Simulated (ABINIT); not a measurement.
# Rh (Fm-3m) in ABINIT: notebook

The runs below take Rh through single point, equation of state, with PBEsol, HSE06.

Everything below comes from runs of ABINIT 10.8.3 (patched build). Logs are shortened: lines on timing, memory, paths and dates and some standing lists are left out, and cuts for length are marked. The log counts tension as positive stress, the text compression.

**1. The crystal as given**

Symmetry: Fm-3m, No. 225, cubic system. Conventional cell: a = 3.796 Å, b = 3.796 Å, c = 3.796 Å, α = 90.00°, β = 90.00°, γ = 90.00°. Rh (site symmetry m-3m) is surrounded by 12 Rh at 2.68 Å.

**2. Single point, PBEsol, 13.67 Å³/atom (biaxial strain of 0 %)**

The input, run.abi:

```
# Pseudopotentials
pp_dirpath "./"
pseudos "Rh.GGA_PBE-JTH.xml"

# Structure
acell 2.6839652093 2.6839652093 2.6839652093 Angstrom
rprim
     0.0000000000     0.7071067812     0.7071067812
     0.7071067812     0.0000000000     0.7071067812
     0.7071067812     0.7071067812     0.0000000000
ntypat 1
znucl 45
natom 1
typat 1
xred
     0.0000000000     0.0000000000     0.0000000000

# Plane-wave basis
ecut 16.0
pawecutdg 32.0
pawxcdev 0

# k points
kptopt 1
ngkpt 12 12 12
nshiftk 1
shiftk 0.0 0.0 0.0

# Exchange and correlation
ixc -116133

# Bands and occupations
nband 13
occopt 3
tsmear 0.05 eV

# SCF cycle
nstep 100
tolvrs 1.0e-9

# Output
iomode 3
prtwf 0
prtden 0
prteig 0
prtebands 0
enunit 2
```

Potentials or basis: JTH PAW PBE v2.0.

On the command line:

```console
> abinit run.abi > log 2>&1
```

run.abo:

```text
.Version 10.8.3 of ABINIT
 Symmetries : space group Fm -3 m (#225); Bravais cF (face-center cubic)
================================================================================
 Values of the parameters that define the memory need of the present run
     intxc =       0    ionmov =       0      iscf =      17    lmnmax =      18
     lnmax =       6     mgfft =      20  mpssoang =       3    mqgrid =    3001
     natom =       1  nloc_mem =       2    nspden =       1   nspinor =       1
    nsppol =       1      nsym =      48    n1xccc =       1    ntypat =       1
    occopt =       3   xclevel =       2
       mpw =         295          nfft =        8000          nkpt =          72
 PAW method is used; the additional fine FFT grid is defined by:
   mgfftf=        27    nfftf =     19683
================================================================================
================================================================================

--------------------------------------------------------------------------------
------------- Echo of variables that govern the present computation ------------
--------------------------------------------------------------------------------
 -outvars: echo values of preprocessed input variables --------
            acell      5.0719591770E+00  5.0719591770E+00  5.0719591770E+00 Bohr
              amu      1.02905500E+02
             ecut      1.60000000E+01 Hartree
           enunit           2
                       outvar_i_n : Printing only first  50 k-points.
              ixc     -116133
                       outvar_i_n : Printing only first  50 k-points.
         kptrlatt       12    0    0      0   12    0      0    0   12
          kptrlen      6.08635101E+01
            natom           1
            nband          13
            ngfft          20      20      20
          ngfftdg          27      27      27
             nkpt          72
            nstep         100
             nsym          48
           ntypat           1
                       prtocc : prtvol=0, do not print more k-points.
           occopt           3
        pawecutdg      3.20000000E+01 Hartree
         pawxcdev           0
           prtden           0
        prtebands           0
           prteig           0
            prtwf           0
            rprim      0.0000000000E+00  7.0710678120E-01  7.0710678120E-01
                       7.0710678120E-01  0.0000000000E+00  7.0710678120E-01
                       7.0710678120E-01  7.0710678120E-01  0.0000000000E+00
          spgroup         225
           tolvrs      1.00000000E-09
           tsmear      1.83746611E-03 Hartree
            typat      1
           useylm           1
                       outvars : Printing only first  50 k-points.
            znucl       45.00000

================================================================================

 chkinp: Checking input parameters for consistency.

================================================================================
== DATASET  1 ==================================================================

--- !DatasetInfo
iteration_state: {dtset: 1, }
dimensions: {natom: 1, nkpt: 72, mband: 13, nsppol: 1, nspinor: 1, nspden: 1, mpw: 295, }
cutoff_energies: {ecut:  16.0, pawecutdg:  32.0, }
electrons: {nelect:   1.70000000E+01, charge:   0.00000000E+00, occopt:   3.00000000E+00, tsmear:   1.83746611E-03, }
meta: {optdriver: 0, ionmov: 0, optcell: 0, iscf: 17, paral_kgb: 0, }
...

 Real(R)+Recip(G) space primitive vectors, cartesian coordinates (Bohr,Bohr^-1):
 R(1)=  0.0000000  3.5864167  3.5864167  G(1)= -0.1394149  0.1394149  0.1394149
 R(2)=  3.5864167  0.0000000  3.5864167  G(2)=  0.1394149 -0.1394149  0.1394149
 R(3)=  3.5864167  3.5864167  0.0000000  G(3)=  0.1394149  0.1394149 -0.1394149
 Unit cell volume ucvol=  9.2259745E+01 bohr^3
 Angles (23,13,12)=  6.00000000E+01  6.00000000E+01  6.00000000E+01 degrees

 Coarse grid specifications (used for wave-functions):

 getcut: wavevector=  0.0000  0.0000  0.0000  ngfft=  20  20  20
         ecut(hartree)=     16.000   => boxcut(ratio)=   2.18992

 Fine grid specifications (used for densities):

 getcut: wavevector=  0.0000  0.0000  0.0000  ngfft=  27  27  27
         ecut(hartree)=     32.000   => boxcut(ratio)=   2.01604

--- Pseudopotential description ------------------------------------------------
- pspini: atom type   1  psp file is ./Rh.GGA_PBE-JTH.xml
 Pseudopotential format is: paw10
 basis_size (lnmax)=  6 (lmn_size= 18), orbitals=   0   0   1   1   2   2
 Spheres core radius: rc_sph= 2.21251062
 Shapefunction is SIN type: shapef(r)=[sin(pi*r/rshp)/(pi*r/rshp)]**2
 Radius for shape functions =  2.00372819
 Compensation charge density is not taken into account in XC energy/potential

   3.74318991E+02                                ecore*ucvol(ha*bohr**3)
--------------------------------------------------------------------------------

================================================================================

--- !BeginCycle
iteration_state: {dtset: 1, }
solver: {iscf: 17, nstep: 100, nline: 4, wfoptalg: 10, }
tolerances: {tolvrs: 1.00E-09, }
...

     iter   Etot(hartree)      deltaE(h)  residm     nres2
 ETOT  1  -109.70221816569    -1.097E+02 3.333E+01 2.546E+00
 ETOT  2  -111.42088779555    -1.719E+00 3.827E-01 3.581E+00
 ETOT  3  -111.40741193568     1.348E-02 8.566E-02 6.233E-01
 ETOT  4  -111.40521633083     2.196E-03 2.326E-02 2.868E-02
 ETOT  5  -111.40526547452    -4.914E-05 2.481E-03 2.142E-03
 ETOT  6  -111.40525542119     1.005E-05 1.970E-03 8.046E-06
 ETOT  7  -111.40525614842    -7.272E-07 5.606E-04 1.180E-05
 ETOT  8  -111.40525610403     4.439E-08 3.884E-04 4.574E-07
 ETOT  9  -111.40525610363     4.061E-10 1.379E-04 1.756E-09
 ETOT 10  -111.40525610380    -1.731E-10 1.215E-04 9.726E-11

 At SCF step   10       nres2   =  9.73E-11 < tolvrs=  1.00E-09 =>converged.

 Cartesian components of stress tensor (hartree/bohr^3)
  sigma(1 1)=  1.29238235E-04  sigma(3 2)=  0.00000000E+00
  sigma(2 2)=  1.29238235E-04  sigma(3 1)=  0.00000000E+00
  sigma(3 3)=  1.29238235E-04  sigma(2 1)=  0.00000000E+00

--- !ResultsGS
iteration_state: {dtset: 1, }
comment   : Summary of ground state results
lattice_vectors:
- [  0.0000000,   3.5864167,   3.5864167, ]
- [  3.5864167,   0.0000000,   3.5864167, ]
- [  3.5864167,   3.5864167,   0.0000000, ]
lattice_lengths: [   5.07196,    5.07196,    5.07196, ]
lattice_angles: [ 60.000,  60.000,  60.000, ] # degrees, (23, 13, 12)
lattice_volume:   9.2259745E+01
convergence: {deltae: -1.731E-10, res2:  9.726E-11, residm:  1.215E-04, diffor: null, }
etotal    :  -1.11405256E+02
entropy   :   0.00000000E+00
fermie    :   6.02505708E-01
cartesian_stress_tensor: # hartree/bohr^3
- [  1.29238235E-04,   0.00000000E+00,   0.00000000E+00, ]
- [  0.00000000E+00,   1.29238235E-04,   0.00000000E+00, ]
- [  0.00000000E+00,   0.00000000E+00,   1.29238235E-04, ]
pressure_GPa:  -3.8023E+00
xred      :
- [  0.0000E+00,   0.0000E+00,   0.0000E+00, Rh]
cartesian_forces: # hartree/bohr
- [ -0.00000000E+00,  -0.00000000E+00,  -0.00000000E+00, ]
force_length_stats: {min:   0.00000000E+00, max:   0.00000000E+00, mean:   0.00000000E+00, }
...

 Integrated electronic density in atomic spheres:
 ------------------------------------------------
 Atom  Sphere_radius  Integrated_density
    1        2.21251         14.87068488

================================================================================

 ----iterations are completed or convergence reached----

 Mean square residual over all n,k,spin=   35.253E-08; max=  12.146E-05
 reduced coordinates (array xred) for    1 atoms
       0.000000000000      0.000000000000      0.000000000000
 rms dE/dt=  0.0000E+00; max dE/dt=  0.0000E+00; dE/dt below (all hartree)
    1       0.000000000000      0.000000000000      0.000000000000

 cartesian coordinates (angstrom) at end:
    1      0.00000000000000     0.00000000000000     0.00000000000000

 cartesian forces (hartree/bohr) at end:
    1     -0.00000000000000    -0.00000000000000    -0.00000000000000
 frms,max,avg= 0.0000000E+00 0.0000000E+00   0.000E+00  0.000E+00  0.000E+00 h/b

 cartesian forces (eV/Angstrom) at end:
    1     -0.00000000000000    -0.00000000000000    -0.00000000000000
 frms,max,avg= 0.0000000E+00 0.0000000E+00   0.000E+00  0.000E+00  0.000E+00 e/A
 length scales=  5.071959177042  5.071959177042  5.071959177042 bohr
              =  2.683965209300  2.683965209300  2.683965209300 angstroms
 Fermi (or HOMO) energy (hartree) =   0.60251   Average Vxc (hartree)=  -0.49646
 Eigenvalues (hartree) for nkpt=  72  k points:
 kpt#   1, nband= 13, wtk=  0.00058, kpt=  0.0000  0.0000  0.0000 (reduced coord)
  -2.29641   -1.10127   -1.10127   -1.10127    0.30419    0.48681    0.48681    0.48681
   0.56513    0.56513    1.18544    1.38525    1.38525
      occupation numbers for kpt#   1
   2.00000    2.00000    2.00000    2.00000    2.00000    2.00000    2.00000    2.00000
   2.00000    2.00000    0.00000    0.00000    0.00000
 prteigrs : prtvol=0 or 1, do not print more k-points.

 Fermi (or HOMO) energy (eV) =  16.39502   Average Vxc (eV)= -13.50928
 Eigenvalues (   eV  ) for nkpt=  72  k points:
 kpt#   1, nband= 13, wtk=  0.00058, kpt=  0.0000  0.0000  0.0000 (reduced coord)
 -62.48855  -29.96706  -29.96706  -29.96706    8.27755   13.24686   13.24686   13.24686
  15.37789   15.37789   32.25741   37.69451   37.69451
 prteigrs : prtvol=0 or 1, do not print more k-points.

--- !EnergyTerms
iteration_state     : {dtset: 1, }
comment             : Components of total free energy in Hartree
kinetic             :  1.49959832062554E+01
hartree             :  1.86200231368744E+01
xc                  : -5.09213169806883E+00
Ewald energy        : -9.23641366780867E+01
psp_core            :  4.05722984771999E+00
local_psp           : -7.22029227120108E+01
PAW spherical_terms :  2.05809999471345E+01
internal            : -1.11404954950182E+02
'-kT*entropy'       : -2.97830487765546E-04
total_energy        : -1.11405252780670E+02
total_energy_eV     : -3.03149136324596E+03
...

--- !EnergyTermsDC
iteration_state     : {dtset: 1, }
comment             : '"Double-counting" decomposition of free energy'
band_energy         : -6.90699273641354E+00
Ewald energy        : -9.23641366780867E+01
psp_core            :  4.05722984771999E+00
xc_dc               : -1.70453398252705E+01
PAW spherical_terms :  8.54281118739234E-01
internal            : -1.11404958273312E+02
'-kT*entropy'       : -2.97830487765546E-04
total_energy_dc     : -1.11405256103799E+02
total_energy_dc_eV  : -3.03149145367292E+03
...

--- !EnergyTermsWithPAWCore
iteration_state     : {dtset: 1, }
comment             : 'Components of total free energy, including PAW core contributions'
Total energy        : -4.78203195742875E+03
Total energy DC     : -4.78203196075188E+03
Total energy (eV)   : -1.30125718634218E+05
Total energy DC (eV): -1.30125718724645E+05
...

 Cartesian components of stress tensor (hartree/bohr^3)
  sigma(1 1)=  1.29238235E-04  sigma(3 2)=  0.00000000E+00
  sigma(2 2)=  1.29238235E-04  sigma(3 1)=  0.00000000E+00
  sigma(3 3)=  1.29238235E-04  sigma(2 1)=  0.00000000E+00

-Cartesian components of stress tensor (GPa)         [Pressure= -3.8023E+00 GPa]
- sigma(1 1)=  3.80232014E+00  sigma(3 2)=  0.00000000E+00
- sigma(2 2)=  3.80232014E+00  sigma(3 1)=  0.00000000E+00
- sigma(3 3)=  3.80232014E+00  sigma(2 1)=  0.00000000E+00

== END DATASET(S) ==============================================================
================================================================================

 -outvars: echo values of variables after computation  --------
            acell      5.0719591770E+00  5.0719591770E+00  5.0719591770E+00 Bohr
           etotal     -1.1140525610E+02
            fcart     -0.0000000000E+00 -0.0000000000E+00 -0.0000000000E+00
            rprim      0.0000000000E+00  7.0710678120E-01  7.0710678120E-01
                       7.0710678120E-01  0.0000000000E+00  7.0710678120E-01
                       7.0710678120E-01  7.0710678120E-01  0.0000000000E+00
           strten      1.2923823475E-04  1.2923823475E-04  1.2923823475E-04
                       0.0000000000E+00  0.0000000000E+00  0.0000000000E+00
 Calculation completed.
```

It took 16 s on 1 thread of AMD EPYC 7R43 (Zen 3), shared host; peak memory 0.09 GiB.

Results:

- Free energy: -3031.4915 eV
- Pressure: -3.8 GPa
- Band gap on the k mesh: none (metal or under the smearing width)
- Valence electrons inside the program's atomic spheres: Rh 14.87 (radii [1.1708] Å)

Caveat: the PAW data sets were made with another functional, which shifts forces and pressure a little.

**3. Single point, PBEsol, 13.13 Å³/atom (biaxial strain of -2 %)**

Changes to run.abi since step 2:

```diff
@@ -5,6 +5,6 @@
 # Structure
-acell 2.6839652093 2.6839652093 2.6839652093 Angstrom
+acell 2.6572611076 2.6572611076 2.6302859052 Angstrom
 rprim
-     0.0000000000     0.7071067812     0.7071067812
-     0.7071067812     0.0000000000     0.7071067812
+     0.0000000000     0.6999285824     0.7142128391
+     0.6999285824     0.0000000000     0.7142128391
      0.7071067812     0.7071067812     0.0000000000
@@ -16,2 +16,5 @@
      0.0000000000     0.0000000000     0.0000000000
+chkprim 0
+chksymtnons 0
+tolsym 1.0e-6
```

Potentials or basis: JTH PAW PBE v2.0.

On the command line:

```console
> abinit run.abi > log 2>&1
```

Run time: 27 s. Hardware: 1 thread of AMD EPYC 7R43 (Zen 3), shared host; peak memory 0.1 GiB.

The run converged. Its results:

| Quantity | Value |
| --- | --- |
| Free energy | -3031.4794 eV |
| Pressure | 8.7 GPa |
| Band gap on the k mesh | none (metal or under the smearing width) |
| Valence electrons inside the program's atomic spheres | Rh 14.92 (radii [1.1708] Å) |

Caveat: the PAW data sets were made with another functional, which shifts forces and pressure a little.

**4. Equation of state, HSE06**

The input, run.abi:

```
# Datasets: one volume each
ndtset 7
scalecart1 3*0.9795861087
scalecart2 3*0.9864848297
scalecart3 3*0.9932883884
scalecart4 3*1.0000000000
scalecart5 3*1.0066227096
scalecart6 3*1.0131594038
scalecart7 3*1.0196128224

# Pseudopotentials
pp_dirpath "./"
pseudos "45_Rh_17_1.9_2.4_pbe_n_v1.0.psp8"

# Structure
acell 3*1.0
rprim
     0.0000000000     3.5864167256     3.5864167256
     3.5864167256     0.0000000000     3.5864167256
     3.5864167256     3.5864167256     0.0000000000
ntypat 1
znucl 45
natom 1
typat 1
xred
     0.0000000000     0.0000000000     0.0000000000

# Plane-wave basis
ecut 598.650497 eV

# k points
kptopt 1
ngkpt 6 6 6
nshiftk 1
shiftk 0.0 0.0 0.0

# Exchange and correlation
ixc -428
fockdownsampling 2 2 2

# Bands and occupations
nband 13
occopt 3
tsmear 0.00183747

# SCF cycle
nstep 60
toldfe 1.0e-7

# Output
iomode 3
prtwf 0
prtden 0
prteig 0
prtebands 0
prtvol 2
```

Potentials or basis: SPMS NC PBE v1.0.

On the command line:

```console
> mpirun --bind-to none -np 4 abinit run.abi > log 2>&1
```

run.abo:

```text
.Version 10.8.3 of ABINIT
 DATASET    1 : space group Fm -3 m (#225); Bravais cF (face-center cubic)
================================================================================
 Values of the parameters that define the memory need for DATASET  1.
     intxc =       0    ionmov =       0      iscf =       7    lmnmax =       6
     lnmax =       6     mgfft =      24  mpssoang =       3    mqgrid =    3001
     natom =       1  nloc_mem =       1    nspden =       1   nspinor =       1
    nsppol =       1      nsym =      48    n1xccc =    2501    ntypat =       1
    occopt =       3   xclevel =       2
       mpw =         444          nfft =       13824          nkpt =          16
================================================================================
================================================================================
[... 61 lines left out ...]
 DATASET    7 : space group Fm -3 m (#225); Bravais cF (face-center cubic)
================================================================================
 Values of the parameters that define the memory need for DATASET  7.
     intxc =       0    ionmov =       0      iscf =       7    lmnmax =       6
     lnmax =       6     mgfft =      24  mpssoang =       3    mqgrid =    3001
     natom =       1  nloc_mem =       1    nspden =       1   nspinor =       1
    nsppol =       1      nsym =      48    n1xccc =    2501    ntypat =       1
    occopt =       3   xclevel =       2
       mpw =         531          nfft =       13824          nkpt =          16
================================================================================
================================================================================
[... 2329 lines left out ...]
            acell      1.0000000000E+00  1.0000000000E+00  1.0000000000E+00 Bohr
           etotal1    -1.1632888923E+02
           etotal2    -1.1638447421E+02
           etotal3    -1.1633079228E+02
           etotal4    -1.1633286418E+02
           etotal5    -1.1633566945E+02
           etotal6    -1.1643383041E+02
           etotal7    -1.1632990130E+02
            fcart1     9.9999999999E+99  9.9999999999E+99  9.9999999999E+99
            fcart2     9.9999999999E+99  9.9999999999E+99  9.9999999999E+99
            fcart3     9.9999999999E+99  9.9999999999E+99  9.9999999999E+99
            fcart4     9.9999999999E+99  9.9999999999E+99  9.9999999999E+99
            fcart5     9.9999999999E+99  9.9999999999E+99  9.9999999999E+99
            fcart6     9.9999999999E+99  9.9999999999E+99  9.9999999999E+99
            fcart7     9.9999999999E+99  9.9999999999E+99  9.9999999999E+99
            rprim1     0.0000000000E+00  3.5132040044E+00  3.5132040044E+00
                       3.5132040044E+00  0.0000000000E+00  3.5132040044E+00
                       3.5132040044E+00  3.5132040044E+00  0.0000000000E+00
[... 17 lines left out ...]
                       3.6567564799E+00  3.6567564799E+00  0.0000000000E+00
           strten1     9.9999999999E+99  9.9999999999E+99  9.9999999999E+99
                       9.9999999999E+99  9.9999999999E+99  9.9999999999E+99
           strten2     9.9999999999E+99  9.9999999999E+99  9.9999999999E+99
                       9.9999999999E+99  9.9999999999E+99  9.9999999999E+99
           strten3     9.9999999999E+99  9.9999999999E+99  9.9999999999E+99
                       9.9999999999E+99  9.9999999999E+99  9.9999999999E+99
           strten4     9.9999999999E+99  9.9999999999E+99  9.9999999999E+99
                       9.9999999999E+99  9.9999999999E+99  9.9999999999E+99
           strten5     9.9999999999E+99  9.9999999999E+99  9.9999999999E+99
                       9.9999999999E+99  9.9999999999E+99  9.9999999999E+99
           strten6     9.9999999999E+99  9.9999999999E+99  9.9999999999E+99
                       9.9999999999E+99  9.9999999999E+99  9.9999999999E+99
           strten7     9.9999999999E+99  9.9999999999E+99  9.9999999999E+99
                       9.9999999999E+99  9.9999999999E+99  9.9999999999E+99
 Calculation completed.
```

Run time: 35 min. Hardware: 4 MPI ranks of Arm Neoverse V2, shared host; peak memory 0.36 GiB.

Energy against volume, from the lowest point:
```
volume (Å³/atom)  energy (meV/atom)
          12.851            2855.59
          13.125            1343.05
          13.398            2803.81
          13.671            2747.43
          13.945            2671.10
          14.218               0.00
          14.492            2828.06
```

Caveat: the k mesh is coarse (spacing up to 0.48 Å⁻¹), so the values aren't converged, least of all with exact exchange; exact exchange is summed on a coarse mesh, which widens gaps by tenths of an eV; the cutoff is too short for stress, so the log's stress isn't used; Libxc's HSE differs a little from that of other programs; the potentials were made for another functional, which shifts forces and pressure.
